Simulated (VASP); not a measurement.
# AgCl (Chlorargyrite) (Fm-3m) in VASP: further runs, part 2 of 3

VASP 6.6.1. Earlier steps stand in the parts before.

## 3. Band structure, r2SCAN

The input, INCAR:

```
SYSTEM = AgCl
  ALGO = Normal
  EDIFF = 1E-6
  ENCUT = 520
  ISIF = 2
  ISMEAR = 0
  LASPH = .TRUE.
  LCHARG = .FALSE.
  LMAXMIX = 4
  LMIXTAU = .TRUE.
  LREAL = .FALSE.
  LWAVE = .FALSE.
  METAGGA = R2SCAN
  NBANDS = 16
  NELM = 80
  PREC = Accurate
  SIGMA = 0.03
```

The input, KPOINTS:

```
k-points
0
G
  8 8 8
  0 0 0
```

The input, POSCAR:

```
AgCl                                    
1.0
    0.0000000000      2.7224909976      2.7224909976
    2.7224909976      0.0000000000      2.7224909976
    2.7224909976      2.7224909976      0.0000000000
  Ag              Cl            
     1     1
Direct
     0.0000000000000000    0.0000000000000000    0.0000000000000000
     0.5000000000000000    0.5000000000000000    0.5000000000000000
```

KPOINTS_OPT is that of step 2.

Potentials or basis: VASP PAW PBE potentials, release 64 (Ag, Cl).

Run with:

```console
> cat potpaw_PBE.64/Ag/POTCAR potpaw_PBE.64/Cl/POTCAR > POTCAR
> mpirun -np 1 vasp_std > vasp.out
```

OUTCAR:

```text
SYSTEM = AgCl
   EDIFF = 1E-6
   ENCUT = 520
   ISIF = 2
   ISMEAR = 0
   LASPH = .TRUE.
   LREAL = .FALSE.
   METAGGA = R2SCAN
   NELM = 80
   PREC = Accurate

 ion  position               nearest neighbor table
   1  0.000  0.000  0.000-   2 2.72   2 2.72   2 2.72   2 2.72   2 2.72   2 2.72
   2  0.500  0.500  0.500-   1 2.72   1 2.72   1 2.72   1 2.72   1 2.72   1 2.72

  LATTYP: Found a face centered cubic cell.
 ALAT       =     5.4449819952

  Lattice vectors:

 A1 = (   0.0000000000,   2.7224909976,   2.7224909976)
 A2 = (   2.7224909976,   0.0000000000,   2.7224909976)
[... 627 lines left out ...]
      4      -0.2694      2.00000
      5       1.9398      2.00000
      6       2.0120      2.00000
[... 8 lines left out ...]
     15      18.6505      0.00000
     16      20.1405      0.00000

 [... further k-points ...]
[... 5 lines left out ...]
  --------------------------------------------------------------------------------------
  -------------------------------------------------------------------------------------
  Total        0.7799267      0.7799267      0.7799267      0.0000000     -0.0000000      0.0000000
  in kB       30.9624279     30.9624279     30.9624279      0.0000000     -0.0000000      0.0000000
  external PRESSURE =      30.9624279 kB  Pullay stress =       0.0000000 kB

 VOLUME and BASIS-vectors are now :
 -----------------------------------------------------------------------------
  energy-cutoff  :      520.00
  volume of cell :       40.36
      direct lattice vectors                 reciprocal lattice vectors
     0.000000000  2.722490998  2.722490998    -0.183655336  0.183655336  0.183655336
     2.722490998  0.000000000  2.722490998     0.183655336 -0.183655336  0.183655336
     2.722490998  2.722490998  0.000000000     0.183655336  0.183655336 -0.183655336

 POSITION                                       TOTAL-FORCE (eV/Angst)
 -----------------------------------------------------------------------------------
      0.00000      0.00000      0.00000         0.000000     -0.000000     -0.000000
      2.72249      2.72249      2.72249        -0.000000      0.000000      0.000000
 -----------------------------------------------------------------------------------
    total drift:                               -0.000000      0.000000      0.000000

  FREE ENERGIE OF THE ION-ELECTRON SYSTEM (eV)
  ---------------------------------------------------
  free  energy   TOTEN  =       -28.6217263943 eV

  energy  without entropy=      -28.6217263943  energy(sigma->0) =      -28.62172639
```

stdout:

```text
POSCAR found type information on POSCAR AgCl
 POSCAR found :  2 types and       2 ions
 scaLAPACK will be used
 -----------------------------------------------------------------------------
|                                                                             |
|                                                                             |
|     You enforced a specific xc type in the INCAR file but a different       |
|     I HOPE YOU KNOW WHAT YOU ARE DOING!                                     |
|                                                                             |
 -----------------------------------------------------------------------------

 LDA part: xc-table for (None), standard interpolation
 POSCAR, INCAR and KPOINTS ok, starting setup
 FFT: planning ... GRIDC
 FFT: planning ... GRID_SOFT
 FFT: planning ... GRID
 WAVECAR not read
 entering main loop
 Start KPOINTS_OPT (optional k-point list driver)
k-point batch [1-29\302]
k-point batch [30-58\302]
k-point batch [59-87\302]
k-point batch [88-116\302]
k-point batch [117-145\302]
k-point batch [146-174\302]
k-point batch [175-203\302]
k-point batch [204-232\302]
k-point batch [233-261\302]
k-point batch [262-290\302]
k-point batch [291-302\302]
```

It took 5.4 min on 1 thread of AMD EPYC 9R45 (Zen 5), shared host; peak memory 0.15 GiB.

Results:

```
Free energy             : -28.6217 eV
Pressure                : 3.1 GPa
Band gap on the k mesh  : 1.43 eV, indirect (least direct gap 3.91 eV)
Band gap along the path : 1.43 eV, indirect (least direct gap 3.72 eV)
```

Levels at the corners of the path, in eV from the valence-band top:
| point | band 7 | band 8 | band 9 | band 10 | band 11 | band 12 |
| --- | --- | --- | --- | --- | --- | --- |
| Γ | -2.67 | -2.62 | -2.62 | 1.43 | 11.32 | 11.32 |
| X | -2.13 | -2.13 | -1.97 | 2.83 | 8.28 | 9.45 |
| X | -2.13 | -2.13 | -1.97 | 2.83 | 8.28 | 9.45 |
| W | -2.13 | -2.08 | -1.27 | 4.80 | 8.38 | 8.38 |
| W | -2.13 | -2.08 | -1.27 | 4.80 | 8.38 | 8.38 |
| K | -2.01 | -1.76 | -1.16 | 4.14 | 7.71 | 8.75 |
| K | -2.01 | -1.76 | -1.16 | 4.14 | 7.71 | 8.75 |
| Γ | -2.67 | -2.62 | -2.62 | 1.43 | 11.32 | 11.32 |
| Γ | -2.67 | -2.62 | -2.62 | 1.43 | 11.32 | 11.32 |
| L | -1.91 | 0.00 | 0.00 | 4.56 | 7.49 | 8.16 |
| L | -1.91 | 0.00 | 0.00 | 4.56 | 7.49 | 8.16 |
| U | -2.01 | -1.76 | -1.16 | 4.14 | 7.71 | 8.75 |
| U | -2.01 | -1.76 | -1.16 | 4.14 | 7.71 | 8.75 |
| W | -2.13 | -2.08 | -1.27 | 4.80 | 8.38 | 8.38 |
| W | -2.13 | -2.08 | -1.27 | 4.80 | 8.38 | 8.38 |
| L | -1.91 | 0.00 | 0.00 | 4.56 | 7.49 | 8.16 |
| L | -1.91 | 0.00 | 0.00 | 4.56 | 7.49 | 8.16 |
| K | -2.01 | -1.76 | -1.16 | 4.14 | 7.71 | 8.75 |
| U | -2.01 | -1.76 | -1.16 | 4.14 | 7.71 | 8.75 |
| X | -2.13 | -2.13 | -1.97 | 2.83 | 8.28 | 9.45 |

Caveat: the PAW data sets were made with another functional, which shifts forces and pressure a little.

## 4. Band structure, PBE, spin-orbit coupling, no magnetisation

The input, INCAR:

```
SYSTEM = AgCl
  ALGO = Fast
  EDIFF = 1E-6
  ENCUT = 520
  GGA = PE
  GGA_COMPAT = .FALSE.
  ISIF = 2
  ISMEAR = 0
  LASPH = .TRUE.
  LCHARG = .FALSE.
  LMAXMIX = 4
  LNONCOLLINEAR = .TRUE.
  LORBIT = 11
  LREAL = .FALSE.
  LSORBIT = .TRUE.
  LWAVE = .FALSE.
  MAGMOM = 0 0 0 0 0 0
  NBANDS = 30
  NELM = 80
  PREC = Accurate
  SIGMA = 0.03
```

The input, KPOINTS:

```
k-points
0
G
  6 6 6
  0 0 0
```

POSCAR is that of step 3.

KPOINTS_OPT is that of step 3.

Run with:

```console
> cat potpaw_PBE.64/Ag/POTCAR potpaw_PBE.64/Cl/POTCAR > POTCAR
> mpirun -np 1 vasp_ncl > vasp.out
```

Run time: 4.5 min. Hardware: 1 thread of AMD EPYC 9R45 (Zen 5), shared host; peak memory 0.25 GiB.

The run converged. Its results:

```yaml
Free_energy: -5.3709 eV
Pressure: 4.6 GPa
Valence_electrons_inside_the_program's_atomic_spheres: Ag 9.74; Cl 5.09
```

## 5. Dielectric tensor, PBE

The input, INCAR:

```
PREC     = Accurate       # precision mode
ENCUT    = 520            # plane-wave cutoff, eV
EDIFF    = 1E-8           # SCF threshold, eV
ISMEAR   = 0              # smearing method
SIGMA    = 0.03           # smearing width, eV
LREAL    = False          # projectors in reciprocal space
LASPH    = True           # aspherical terms in the spheres
NELM     = 80             # most SCF steps
ALGO     = Fast           # electronic algorithm
ISIF     = 2              # what is computed and relaxed
LWAVE    = False          # write WAVECAR
LCHARG   = False          # write CHGCAR
GGA      = PE             # functional
LEPSILON = True           # dielectric tensor by DFPT
```

The input, KPOINTS:

```
Automatic mesh
0
Monkhorst-Pack
  14 14 14
```

POSCAR is that of step 4.

Potentials or basis: VASP PAW PBE potentials, release 64 (Ag, Cl).

Run with:

```console
> cat potpaw_PBE.64/Ag/POTCAR potpaw_PBE.64/Cl/POTCAR > POTCAR
> mpirun -np 1 vasp_std > vasp.out
```

OUTCAR:

```text
PREC = Accurate
   ENCUT = 520
   EDIFF = 1E-8
   ISMEAR = 0
   LREAL = False
   LASPH = True
   NELM = 80
   ISIF = 2
   GGA = PE
   LEPSILON = True

 ion  position               nearest neighbor table
   1  0.000  0.000  0.000-   2 2.72   2 2.72   2 2.72   2 2.72   2 2.72   2 2.72
   2  0.500  0.500  0.500-   1 2.72   1 2.72   1 2.72   1 2.72   1 2.72   1 2.72

  LATTYP: Found a face centered cubic cell.
 ALAT       =     5.4449819952

  Lattice vectors:

 A1 = (   0.0000000000,   2.7224909976,   2.7224909976)
 A2 = (   2.7224909976,   0.0000000000,   2.7224909976)
 A3 = (   2.7224909976,   2.7224909976,   0.0000000000)

Analysis of symmetry for initial positions (statically):
[... 633 lines left out ...]
     0.00011  0.00000  0.00000
     0.00000  0.00011 -0.00000
    -0.00000  0.00000 -0.00094

 MACROSCOPIC STATIC DIELECTRIC TENSOR (including local field effects in DFT)
 ------------------------------------------------------
           5.231842    -0.000000    -0.000000
           0.000000     5.231842    -0.000000
          -0.000000     0.000000     5.231842
 ------------------------------------------------------

 PIEZOELECTRIC TENSOR (including local field effects)  for field in x, y, z        (e  Angst)
          XX          YY          ZZ          XY          YZ          ZX
  --------------------------------------------------------------------------------
  x     0.00000     0.00000     0.00000     0.00000     0.00000     0.00000
  y     0.00000     0.00000     0.00000     0.00000     0.00000     0.00000
  z     0.00000     0.00000     0.00000     0.00000     0.00000     0.00000

 PIEZOELECTRIC TENSOR (including local field effects)  for field in x, y, z        (C/m^2)
          XX          YY          ZZ          XY          YZ          ZX
  --------------------------------------------------------------------------------
  x     0.00000     0.00000     0.00000     0.00000     0.00000     0.00000
  y     0.00000     0.00000     0.00000     0.00000     0.00000     0.00000
  z     0.00000     0.00000     0.00000     0.00000     0.00000     0.00000

 BORN EFFECTIVE CHARGES (including local field effects) (in |e|, cummulative output)
 ---------------------------------------------------------------------------------
 ion    1
    1     1.41249     0.00000     0.00000
    2     0.00000     1.41249     0.00000
    3     0.00000     0.00000     1.41249
 ion    2
    1    -1.41249     0.00000     0.00000
    2     0.00000    -1.41249     0.00000
    3     0.00000     0.00000    -1.41249
```

It took 21 min on 1 thread of AMD EPYC 9R45 (Zen 5), shared host; peak memory 0.92 GiB.

What came out:

- Electronic dielectric tensor (diagonal): 5.23
- Born charges (mean of the diagonal): Ag +1.41; Cl -1.41 e

Electronic dielectric tensor:
```
5.23 0.00 0.00
0.00 5.23 0.00
0.00 0.00 5.23
```

Born effective charge tensors (e):
atom 1, Ag
```
1.41 0.00 0.00
0.00 1.41 0.00
0.00 0.00 1.41
```
atom 2, Cl
```
-1.41  0.00  0.00
 0.00 -1.41  0.00
 0.00  0.00 -1.41
```

(Continued in part 3 of 3.)
